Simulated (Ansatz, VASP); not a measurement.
**Two plane-wave programs on P**

INCAR

```
SYSTEM = P
PREC = Accurate
ENCUT = 600
EDIFF = 1E-6
ISMEAR = 0
SIGMA = 0.1
LREAL = .False.
LASPH = .True.
NELM = 100
ALGO = Normal
ISIF = 3
LWAVE = .False.
LCHARG = .False.
GGA = PE
IBRION = 2
NSW = 90
EDIFFG = -0.04
```

The input KPOINTS:

```
regular mesh
0
Gamma
  6 6 4
  0 0 0
```

Contents of POSCAR:

```
P
1.0
    3.4568826400      0.0000000000      0.0000000000
   -1.7284413200      2.9937481800      0.0000000000
    0.0000000000      0.0000000000      3.7853421900
P
3
Direct
    0.0000000000      0.5000000000      0.3333333300
    0.5000000000      0.5000000000      0.6666666700
    0.5000000000      0.0000000000      0.0000000000
```

Input for Ansatz:

```yaml
crystal:
  lattice:
    - [3.45688264, 0.0, 0.0]
    - [-1.72844132, 2.99374818, 0.0]
    - [0.0, 0.0, 3.78534219]
  atoms:
    - { symbol: P, position: [0.0, 0.5, 0.33333333] }
    - { symbol: P, position: [0.5, 0.5, 0.66666667] }
    - { symbol: P, position: [0.5, 0.0, 0.0] }
basis:
  ecutwfc: 420
kpoints:
  mp_grid: { grid: [6, 6, 4] }
hamiltonian:
  xc: pbe
scf:
  occupations: { method: gaussian, width: 0.1 }
  lower_state_search: "off"
output:
  forces: true
  stress: true
  eigenvalues: true
relax:
  adjacent_minimum: "off"
  f_tol: 0.04
  max_steps: 70
  cell: { stress_tol: 0.4 }
```

Alike in both runs: task relaxation of cell and atoms; functional PBE; k mesh 6 × 6 × 4; occupations gaussian, width 0.1 eV; no spin polarisation.

```csv
,VASP,Ansatz
version,VASP 6.6.1,Ansatz 0.2.0
potentials or method,"VASP PAW PBE potentials, release 64 (P)","scalar-relativistic, plane waves, PAW"
plane-wave cutoff (eV),600,420
valence electrons in the cell,15,15
```

Ansatz gave:

- gap on the k mesh at the Fermi level, each at its own relaxed structure (eV): none
- relaxed volume (Å³/atom): 15.90
- relaxed cell length with the largest relative difference (Å): 3.348
- energy change over the relaxation (meV/atom): -560

Question: Estimate VASP's values.

Answer: gap on the k mesh at the Fermi level, each at its own relaxed structure (eV): none; relaxed volume (Å³/atom): 15.85; relaxed cell length with the largest relative difference (Å): 3.343; energy change over the relaxation (meV/atom): -552.

A gap of «none» marks a metal or a gap that the smearing closes.

Caveats: the k mesh is coarse (spacing up to 0.41 Å⁻¹), so the values aren't converged; the volume moved by over 15 % at a fixed basis, so the end points are rough (VASP).
